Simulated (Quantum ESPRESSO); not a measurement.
Here is a Quantum ESPRESSO 7.5 calculation.

The input pw.in:

```
&CONTROL
  calculation = 'scf'
  prefix = 'pwscf'
  outdir = './tmp'
  pseudo_dir = './pseudo'
  tprnfor = .true.
  tstress = .true.
  disk_io = 'nowf'
/
&SYSTEM
  ibrav = 0
  nat = 3
  ntyp = 2
  ecutwfc = 76
  nbnd = 15
  input_dft = 'pbe'
  occupations = 'smearing'
  smearing = 'fd'
  degauss = 0.00367493
/
&ELECTRONS
  conv_thr = 6d-10
  electron_maxstep = 120
  mixing_beta = 0.5
/
ATOMIC_SPECIES
Zr    91.2240 Zr.upf
B     10.8100 B.upf
CELL_PARAMETERS angstrom
   3.3211758836    0.0000000000    0.0000000000
  -1.6605879418    2.8762226856    0.0000000000
   0.0000000000    0.0000000000    3.7014871914
ATOMIC_POSITIONS crystal
Zr     0.0000000000    0.0000000000    0.0000000000
B      0.6666666667    0.3333333333    0.5000000000
B      0.3333333333    0.6666666667    0.5000000000
K_POINTS automatic
4 4 4 0 0 0
```

Potentials or basis: PseudoDojo 0.4 SR PBEsol stringent.

The run is started by

```bash
$ OMP_NUM_THREADS=2 pw.x -in pw.in > pw.out
```

(1) Predict the pressure.

(2) Estimate the band gap on the k mesh.

## Answers

(1) -25.2 GPa.

(2) none (metal or under the smearing width).

Caveat: the k mesh is coarse (spacing up to 0.55 Å⁻¹), so the values aren't converged; the potentials were made for another functional, which shifts forces and pressure.
